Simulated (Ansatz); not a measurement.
# MoS2: the cost of one run

Program: Ansatz 0.2.0. Level of theory: DFT PBE+D3(BJ), scalar-relativistic, plane waves, PAW. These are calculated values, not measurements.

5 further runs of the same task are left out: 1 that didn't finish, 4 set aside as unsound or not needed.

### Step 1. Starting point

It takes space group P6_3/mmc (No. 194, hexagonal). Conventional cell: a = 3.149 Å, b = 3.149 Å, c = 12.093 Å, α = 90.00°, β = 90.00°, γ = 120.00°. Around Mo (site symmetry -6m2) lie 6 S at 2.40 Å. S (site symmetry 3m) is surrounded by 3 Mo at 2.40 Å.

As a file:

```
Mo S
1.0
     3.14928    0.00000    0.00000
    -1.57464    2.72735    0.00000
     0.00000    0.00000   12.09283
Mo S
2 4
Cartesian
  1.5746 0.9091 3.0232
  0.0000 1.8182 9.0696
  0.0000 1.8182 4.5891
  1.5746 0.9091 10.6355
  0.0000 1.8182 1.4574
  1.5746 0.9091 7.5038
```

It goes back to an entry of the Materials Project.

This cell was relaxed beforehand with the same method: volume 17.31 Å³/atom, gap on the mesh 0.79 eV.

### Step 2. The gap over the whole zone of the host

input.yaml

```yaml
crystal:
  lattice:
    - [3.1492766197, 0.0, 0.0]
    - [-1.5746383099, 2.7273535562, 0.0]
    - [0.0, 0.0, 12.0928266346]
  atoms:
    - { symbol: Mo, position: [0.6666666667, 0.3333333333, 0.25] }
    - { symbol: Mo, position: [0.3333333333, 0.6666666667, 0.75] }
    - { symbol: S, position: [0.3333333333, 0.6666666667, 0.3794859648] }
    - { symbol: S, position: [0.6666666667, 0.3333333333, 0.8794859648] }
    - { symbol: S, position: [0.3333333333, 0.6666666667, 0.1205140352] }
    - { symbol: S, position: [0.6666666667, 0.3333333333, 0.6205140351] }
basis:
  ecutwfc: 420
  xc_grid: 2
kpoints:
  mp_grid: { grid: [12, 12, 4] }
  band_path: { path: [VBM, CBM], npoints: 2 }
hamiltonian:
  xc: pbe
  dispersion: d3bj
scf:
  occupations: { method: gaussian, width: 0.01 }
output:
  forces: true
  stress: true
  eigenvalues: true
```

Launch:

```bash
ansatz run input.yaml --threads 4 --pin off --max-ram 10240MiB --backend cpu --events-out ev --progress --plain --runs-dir out
```

**Question.** How long does this run take on 4 threads of AMD EPYC 7B13 (Zen 3), shared host, and how much memory does it need?

About 4.2 s, with a peak of 0.55 GiB.
